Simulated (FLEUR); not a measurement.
# HfC (P6_3/mmc) in FLEUR: notebook

One crystal, HfC, is run at these levels: LDA; tasks: band structure, equation of state.

Program: FLEUR MaX-R8.1 (later development tree). These are calculated values, not measurements. Logs are shortened: lines on timing, memory, paths and dates and some standing lists are left out, and cuts for length are marked.

### Step 1. The crystal as given

Symmetry: P6_3/mmc, No. 194, hexagonal system. The conventional cell has a = 3.343 Å, b = 3.343 Å, c = 5.203 Å, α = 90.00°, β = 90.00°, γ = 120.00°. Hf (site symmetry -6m2) has 6 C at 2.33 Å as nearest neighbours. C (site symmetry -3m) is surrounded by 6 Hf at 2.33 Å and 2 C at 2.60 Å.

The cell comes from a database or a generator and needn't be the stable form of this composition.

### Step 2. Band structure, LDA

File inp.xml:

```xml
<?xml version="1.0" encoding="UTF-8" standalone="no"?>
<fleurInput fleurInputVersion="0.39">
   <comment>
      HfC                                                                                                 
   </comment>
   <calculationSetup>
      <cutoffs Kmax="4.62" Gmax="14.3" GmaxXC="14.3" numbands="0"/>
      <scfLoop itmax="60" minDistance="0.00001" maxIterBroyd="15" imix="Anderson" alpha="0.05" precondParam="0.0" spinf="2.0" sdNocoIR="T"/>
      <coreElectrons ctail="T" frcor="F" kcrel="0" coretail_lmax="0"/>
      <xcFunctional name="vwn" relativisticCorrections="F"/>
      <magnetism jspins="1"/>
      <soc l_soc="F" theta="0.0" phi="0.0" spav="F"/>
      <expertModes spex="0" secvar="F"/>
      <geometryOptimization l_f="F" forcealpha="1.0" forcemix="BFGS" epsdisp="0.00001" epsforce="0.00001"/>
      <ldaU l_linMix="F" mixParam="0.05" spinf="1.0"/>
   </calculationSetup>
   <cell>
      <bzIntegration valenceElectrons="60.0" mode="hist" fermiSmearingEnergy="0.00183747">
         <kPointListSelection listName="default-1"/>
         <!-- k-points included here -->
         <xi:include xmlns:xi="http://www.w3.org/2001/XInclude" href="kpts.xml"> </xi:include>
      </bzIntegration>
      <!-- symmetry operations included here -->
      <xi:include xmlns:xi="http://www.w3.org/2001/XInclude" href="sym.xml"> </xi:include>
      <bulkLattice scale="1.0">
         <bravaisMatrix>
[... 33 lines left out ...]
         <lo type="SCLO" l="1" n="2" eDeriv="2"/>
         <lo type="SCLO" l="2" n="3" eDeriv="2"/>
      </species>
   </atomSpecies>
   <atomGroups>
      <atomGroup species="Hafnium (Hf)">
         <relPos label="                   1">1.000/3.000 -1.000/3.000 1.000/4.000</relPos>
         <relPos label="                   2">-1.000/3.000 1.000/3.000 -1.000/4.000</relPos>
         <force calculate="T" relaxXYZ="TTT"/>
      </atomGroup>
      <atomGroup species="Carbon (C)">
         <relPos label="                   3">.0000000000 .0000000000 1.000/2.000</relPos>
         <relPos label="                   4">.0000000000 .0000000000 .0000000000</relPos>
         <force calculate="T" relaxXYZ="TTT"/>
      </atomGroup>
   </atomGroups>
   <output dos="F" band="F" slice="F">
      <checks vchk="F" cdinf="F"/>
      <bandDOS minEnergy="-.5*Htr" maxEnergy="0.5*Htr" sigma="0.015" storeEVData="T"/>
      <vacuumDOS vacdos="F" integ="F" star="F" nstars="0" locx1="0.0" locy1="0.0" locx2="0.0" locy2="0.0" nstm="0" tworkf="0.0"/>
      <unfoldingBand unfoldBand="F" supercellX="1" supercellY="1" supercellZ="1"/>
      <plotting iplot="0" polar="F">
         <plot TwoD="T" vec1="  1.0  0.0  0.0" vec2="  0.0  1.0  0.0" vec3="  0.0  0.0  1.0" zero="  0.0  0.0  0.0" file="plot"/>
      </plotting>
      <chargeDensitySlicing numkpt="0" minEigenval="0.0" maxEigenval="0.0" nnne="0" pallst="F"/>
      <specialOutput eonly="F"/>
      <moessbauerParams electricFieldGradient="T" isomerShift="T" coreHyperfine="T" valenceHyperfine="T"/>
      <magneticCircularDichroism mcd="F" energyLo="-10.0" energyUp="0.0"/>
   </output>
  <!-- We include the file relax.xml here to enable relaxations (see documentation) -->
  <xi:include xmlns:xi="http://www.w3.org/2001/XInclude" href="relax.xml"> <xi:fallback/> </xi:include>
</fleurInput>
```

File crystal.txt:

```
HfC
&input cartesian=F /
3.3428660531  0.0000000000  0.0000000000
-1.6714330265  2.8950069234  0.0000000000
0.0000000000  0.0000000000  5.2027140000
1.8897261246
1.0 1.0 1.0

4
72 0.3333333334  0.6666666668  0.2500000000
72 0.6666666668  0.3333333334  0.7500000000
6 0.0000000001  0.0000000001  0.5000000000
6 0.0000000001  0.0000000001  0.0000000000

&kpt div1=9 div2=9 div3=5 gamma=T /
```

File inp.xml (bands):

```
<?xml version="1.0" encoding="UTF-8" standalone="no"?>
<fleurInput fleurInputVersion="0.39">
   <comment>
      HfC                                                                                                 
   </comment>
   <calculationSetup>
      <cutoffs Kmax="4.62" Gmax="14.3" GmaxXC="14.3" numbands="0"/>
      <scfLoop itmax="60" minDistance="0.00001" maxIterBroyd="15" imix="Anderson" alpha="0.05" precondParam="0.0" spinf="2.0" sdNocoIR="T"/>
      <coreElectrons ctail="T" frcor="F" kcrel="0" coretail_lmax="0"/>
      <xcFunctional name="vwn" relativisticCorrections="F"/>
      <magnetism jspins="1"/>
      <soc l_soc="F" theta="0.0" phi="0.0" spav="F"/>
      <expertModes spex="0" secvar="F"/>
      <geometryOptimization l_f="F" forcealpha="1.0" forcemix="BFGS" epsdisp="0.00001" epsforce="0.00001"/>
      <ldaU l_linMix="F" mixParam="0.05" spinf="1.0"/>
   </calculationSetup>
   <cell>
      <bzIntegration valenceElectrons="60.0" mode="hist" fermiSmearingEnergy="0.00183747">
         <kPointListSelection listName="path-1"/>
         <!-- k-points included here -->
         <xi:include xmlns:xi="http://www.w3.org/2001/XInclude" href="kpts.xml"> </xi:include>
      </bzIntegration>
      <!-- symmetry operations included here -->
      <xi:include xmlns:xi="http://www.w3.org/2001/XInclude" href="sym.xml"> </xi:include>
      <bulkLattice scale="1.0">
[... 32 lines left out ...]
         <energyParameters s="2" p="2" d="3" f="4"/>
         <lo type="SCLO" l="0" n="2" eDeriv="2"/>
         <lo type="SCLO" l="1" n="2" eDeriv="2"/>
         <lo type="SCLO" l="2" n="3" eDeriv="2"/>
      </species>
   </atomSpecies>
   <atomGroups>
      <atomGroup species="Hafnium (Hf)">
         <relPos label="                   1">1.000/3.000 -1.000/3.000 1.000/4.000</relPos>
         <relPos label="                   2">-1.000/3.000 1.000/3.000 -1.000/4.000</relPos>
         <force calculate="T" relaxXYZ="TTT"/>
      </atomGroup>
      <atomGroup species="Carbon (C)">
         <relPos label="                   3">.0000000000 .0000000000 1.000/2.000</relPos>
         <relPos label="                   4">.0000000000 .0000000000 .0000000000</relPos>
         <force calculate="T" relaxXYZ="TTT"/>
      </atomGroup>
   </atomGroups>
   <output dos="F" band="T" slice="F">
      <checks vchk="F" cdinf="F"/>
      <bandDOS minEnergy="-.5*Htr" maxEnergy="0.5*Htr" sigma="0.015" storeEVData="T"/>
      <vacuumDOS vacdos="F" integ="F" star="F" nstars="0" locx1="0.0" locy1="0.0" locx2="0.0" locy2="0.0" nstm="0" tworkf="0.0"/>
      <unfoldingBand unfoldBand="F" supercellX="1" supercellY="1" supercellZ="1"/>
      <plotting iplot="0" polar="F">
         <plot TwoD="T" vec1="  1.0  0.0  0.0" vec2="  0.0  1.0  0.0" vec3="  0.0  0.0  1.0" zero="  0.0  0.0  0.0" file="plot"/>
      </plotting>
      <chargeDensitySlicing numkpt="0" minEigenval="0.0" maxEigenval="0.0" nnne="0" pallst="F"/>
      <specialOutput eonly="F"/>
      <moessbauerParams electricFieldGradient="T" isomerShift="T" coreHyperfine="T" valenceHyperfine="T"/>
      <magneticCircularDichroism mcd="F" energyLo="-10.0" energyUp="0.0"/>
   </output>
  <!-- We include the file relax.xml here to enable relaxations (see documentation) -->
  <xi:include xmlns:xi="http://www.w3.org/2001/XInclude" href="relax.xml"> <xi:fallback/> </xi:include>
</fleurInput>
```

Potentials or basis: all-electron, FLAPW.

Command:

```
inpgen -f crystal.txt -profile fastHighL
# inp.xml edited to the form shown
fleur_MPI
fleur_MPI   # second run, on inp.xml (bands)
```

Output:

```text
Welcome to FLEUR        (www.flapw.de)
      MaX-Release 8.1          (www.max-centre.eu)

 ========== k-point set info ==========
 Selected k-point list: default-1
 k-point list type: mesh
 9 x 9 x 5
 Number of k points: 36

 ------------Calculation Setup---------------------------
 Number of MPI-tasks      :            1
 Number of PE/node        :            1
 Number of OMP-threads    :            1
 Most efficient MPI parallelization for:
           1           2           3           4           6           9          12          18          36
 Additional eigenvalue parallelization possible
 Number of basis functions:          691
 Approximate size of matrices (H+S) per k-point:         0.007 GB
 --------------------------------------------------------
 Iteration:     1   Distance:      24.81304841 me/bohr^3
 Iteration:     2   Distance:      20.17179242 me/bohr^3
 Iteration:     3   Distance:       8.13175088 me/bohr^3
 Iteration:     4   Distance:       7.00822340 me/bohr^3
 Iteration:     5   Distance:       3.51973855 me/bohr^3
 Iteration:     6   Distance:       1.22725385 me/bohr^3
 Iteration:     7   Distance:       0.38776134 me/bohr^3
 Iteration:     8   Distance:       0.11410041 me/bohr^3
 Iteration:     9   Distance:       0.05609914 me/bohr^3
 Iteration:    10   Distance:       0.00929674 me/bohr^3
 Iteration:    11   Distance:       0.00586661 me/bohr^3
 Iteration:    12   Distance:       0.00078158 me/bohr^3
 Iteration:    13   Distance:       0.00013850 me/bohr^3
 Iteration:    14   Distance:       0.00009315 me/bohr^3
 Iteration:    15   Distance:       0.00000903 me/bohr^3

 ********************************************************************
 Run finished successfully
 Stop message:
   all done
 ********************************************************************
```

output (bands):

```text
Welcome to FLEUR        (www.flapw.de)
      MaX-Release 8.1          (www.max-centre.eu)

 ========== k-point set info ==========
 Selected k-point list: path-1
 k-point list type: path
 Number of k points: 60

 ------------Calculation Setup---------------------------
 Number of MPI-tasks      :            1
 Number of PE/node        :            1
 Number of OMP-threads    :            1
 Most efficient MPI parallelization for:
           1           2           3           4           5           6          10          12          15          20          30          60
 Additional eigenvalue parallelization possible
 Number of basis functions:          691
 Approximate size of matrices (H+S) per k-point:         0.007 GB
 --------------------------------------------------------
 Fermi energy correction for metals:
 Fermi energy in bands.* files may not be consistent with last density.
 Please correct it manually (e.g. in band.gnu file).

 Note: Band structure data (together with different weights) is also stored in the banddos.hdf file.
       A convenient way of extracting and plotting the data from that file is by making use of the

 ********************************************************************
 Run finished successfully
 Stop message:
   Charge density postprocessing done.
 ********************************************************************
```

out.xml (last iteration):

```text
<iteration numberForCurrentRun="   15" overallNumber="   15">
         <energyParameters units="Htr">
            <atomicEP atomType="1" spin="1" branch="6s" branchLowest="-1.75" branchHighest="2.27" value="0.3024177314"/>
            <atomicEP atomType="1" spin="1" branch="6p" branchLowest="-0.52" branchHighest="3.18" value="0.4340735195"/>
            <atomicEP atomType="1" spin="1" branch="5d" branchLowest="-6.88" branchHighest="1.07" value="0.4606398138"/>
            <atomicEP atomType="1" spin="1" branch="4f" branchLowest="-9.99" branchHighest="0.07" value="0.0876039020"/>
            <loAtomicEP atomType="1" spin="1" branch="5s" branchLowest="-18.07" branchHighest="-1.75" value="-1.7765220846"/>
            <loAtomicEP atomType="1" spin="1" branch="5p" branchLowest="-13.18" branchHighest="-0.52" value="-0.6462688847"/>
            <loAtomicEP atomType="1" spin="1" branch="5d" branchLowest="-6.88" branchHighest="1.07" value="0.4580794300"/>
            <loAtomicEP atomType="1" spin="1" branch="4f" branchLowest="-9.99" branchHighest="0.07" value="0.0662068143"/>
            <atomicEP atomType="2" spin="1" branch="2s" branchLowest="-9.17" branchHighest="1.77" value="0.0012818429"/>
            <atomicEP atomType="2" spin="1" branch="2p" branchLowest="-9.99" branchHighest="1.71" value="0.2285175140"/>
            <atomicEP atomType="2" spin="1" branch="3d" branchLowest="-9.99" branchHighest="5.30" value="0.4572725509"/>
            <atomicEP atomType="2" spin="1" branch="4f" branchLowest="-9.99" branchHighest="8.85" value="0.6176169095"/>
            <loAtomicEP atomType="2" spin="1" branch="2s" branchLowest="-9.17" branchHighest="1.77" value="0.0012818429"/>
            <loAtomicEP atomType="2" spin="1" branch="2p" branchLowest="-9.99" branchHighest="1.71" value="0.2284896099"/>
            <loAtomicEP atomType="2" spin="1" branch="3d" branchLowest="-9.99" branchHighest="5.30" value="0.4572730886"/>
         </energyParameters>
         <eigenvalues>
            <eigenvaluesAt spin="1" ikpt="1" k_x="0.00000000" k_y="0.00000000" k_z="0.00000000">
                      -1.7780198454       -1.7762033959       -0.6434018473       -0.6224621531       -0.6224621531
                      -0.6191229658       -0.6191229658       -0.6159935707        0.0061977750        0.0582829167
                       0.0587936794        0.0588508590        0.0590943473        0.0590943473        0.0604151925
                       0.0604151925        0.0606692884        0.0606692884        0.0613337596        0.0613484108
                       0.0613484108        0.0614026448        0.0615279826        0.1743574193        0.2292492236
                       0.3666717306        0.3666717306        0.4384807848        0.4384807848        0.5164863298
                       0.5310003266        0.5310003266        0.5483622280        0.5483622280        0.5656916207
                       0.6072646437        0.6320573865        0.7758075054        0.7758075054        0.8043616318
                       0.8043616318        0.8292903244        0.8966547905        0.9919410632        0.9919410632
                       1.0275002858
            </eigenvaluesAt>
            <eigenvaluesAt spin="1" ikpt="2" k_x="0.00000000" k_y="0.00000000" k_z="0.20000000">
                      -1.7778471168       -1.7763775886       -0.6409514776       -0.6221443234       -0.6221443234
                      -0.6194428669       -0.6194428669       -0.6187964448        0.0153125649        0.0571490377
                       0.0589779667        0.0590085933        0.0590085933        0.0593740311        0.0601383484
                       0.0601383484        0.0607622514        0.0607622514        0.0614148918        0.0615160045
[... 66 lines left out ...]
         <moessbauerParams unitsHFF="kG" unitsIS="e/bohr^3" unitsEFG="Htr/bohr^2">
            <coreIsomerShift atomType="1" isTotal="1277257.77219">
               <shell n="1" l="0" isomerShift="1073176.61301"/>
               <shell n="2" l="0" isomerShift="150919.21166"/>
               <shell n="2" l="1" isomerShift="8602.26869"/>
               <shell n="3" l="0" isomerShift="33635.87709"/>
               <shell n="3" l="1" isomerShift="2139.57734"/>
               <shell n="4" l="0" isomerShift="8271.17064"/>
               <shell n="3" l="2" isomerShift="0.00081"/>
               <shell n="4" l="1" isomerShift="513.05276"/>
               <shell n="4" l="2" isomerShift="0.00020"/>
            </coreIsomerShift>
            <coreIsomerShift atomType="2" isTotal="121.70435">
               <shell n="1" l="0" isomerShift="121.70435"/>
            </coreIsomerShift>
            <isomerShift atomType="1" nucleusRadius="0.0001330" averageDensity="1278694.37279"/>
            <isomerShift atomType="2" nucleusRadius="0.0000541" averageDensity="126.57928"/>
            <electricFieldGradient atomType="1" VXX="0.15291" VYY="0.15291" VZZ="-0.30582" asymParam="0.00000">
            </electricFieldGradient>
            <electricFieldGradient atomType="2" VXX="-0.13402" VYY="-0.13402" VZZ="0.26804" asymParam="0.00000">
            </electricFieldGradient>
         </moessbauerParams>
         <totalEnergy                                    value="   -30253.4455673442" units="Htr">
            <sumOfEigenvalues                            value="   -18464.4158427107">
               <coreElectrons value="-18456.2560845295"/>
               <valenceElectrons value="-8.1597581812"/>
            </sumOfEigenvalues>
            <densityCoulombPotentialIntegral value="-51479.0340886579"/>
            <densityEffectivePotentialIntegral value="-52291.1605555139"/>
            <chargeDenXCDenIntegral value="-611.9643473741"/>
            <FockExchangeEnergyValence value="0.0000000000"/>
            <FockExchangeEnergyCore value="0.0000000000"/>
            <atomTypeDependentContributions atomType="1">
               <electronNucleiInteractionDifferentMTs value="37549.7090878858"/>
               <MadelungTerm value="-86.9218155565"/>
            </atomTypeDependentContributions>
            <atomTypeDependentContributions atomType="2">
               <electronNucleiInteractionDifferentMTs value="84.4851439407"/>
               <MadelungTerm value="-7.5928410614"/>
            </atomTypeDependentContributions>
            <tkbTimesEntropy value="0.0001774652"/>
            <freeEnergy value="-30253.4457448094"/>
            <extrapolationTo0K value="-30253.4456560768"/>
         </totalEnergy>
         <densityConvergence units="me/bohr^3">
            <chargeDensity spin="1" distance="0.0000090334"/>
         </densityConvergence>
      </iteration>
```

Wall time 1.8 min (1 thread of Arm Neoverse V2, shared host); peak memory 0.08 GiB.

What came out:

```
Free energy                                           : -823238.1974 eV
Band gap along the path                               : none (metal or under the smearing width)
Valence electrons inside the program's atomic spheres : Hf 23.94; C 2.53 (radii Hf 2.52, C 1.56 bohr)
```

Levels at the corners of the path, in eV from the Fermi level:
```
point  band 28  band 29  band 30  band 31  band 32  band 33
    Γ    -1.10    -1.10     1.03     1.42     1.42     1.89
    M    -3.22    -1.75    -1.02     1.49     4.30     4.75
    K    -3.50    -3.50     0.60     1.03     1.03     4.91
    Γ    -1.10    -1.10     1.03     1.42     1.42     1.89
    A    -2.61    -2.61    -2.61     3.93     3.93     3.93
    L    -2.97    -2.32    -2.32     1.38     1.38     4.64
    H    -2.36    -2.34    -2.34     1.92     1.92     3.29
    A    -2.61    -2.61    -2.61     3.93     3.93     3.93
    L    -2.97    -2.32    -2.32     1.38     1.38     4.64
    M    -3.22    -1.75    -1.02     1.49     4.30     4.75
    K    -3.50    -3.50     0.60     1.03     1.03     4.91
    H    -2.36    -2.34    -2.34     1.92     1.92     3.29
```

Core levels (eV from the Fermi level):
```
atom                                                                                                                                                                                                          levels
1 Hf  1s1/2 -65140.0, 2s1/2 -11129.8, 2p1/2 -10632.6, 2p3/2 -9441.9, 3s1/2 -2531.1, 3p1/2 -2310.3, 3p3/2 -2055.2, 4s1/2 -504.8, 3d3/2 -1680.3, 3d5/2 -1624.6, 4p1/2 -414.4, 4p3/2 -355.8, 4d3/2 -206.9, 4d5/2 -196.2
2 Hf  1s1/2 -65140.0, 2s1/2 -11129.8, 2p1/2 -10632.6, 2p3/2 -9441.9, 3s1/2 -2531.1, 3p1/2 -2310.3, 3p3/2 -2055.2, 4s1/2 -504.8, 3d3/2 -1680.3, 3d5/2 -1624.6, 4p1/2 -414.4, 4p3/2 -355.8, 4d3/2 -206.9, 4d5/2 -196.2
 3 C                                                                                                                                                                                                    1s1/2 -262.4
 4 C                                                                                                                                                                                                    1s1/2 -262.4
```

Caveat: spin-orbit coupling is left out, which moves the levels of the heavy elements.

[end of part 1 of 2]
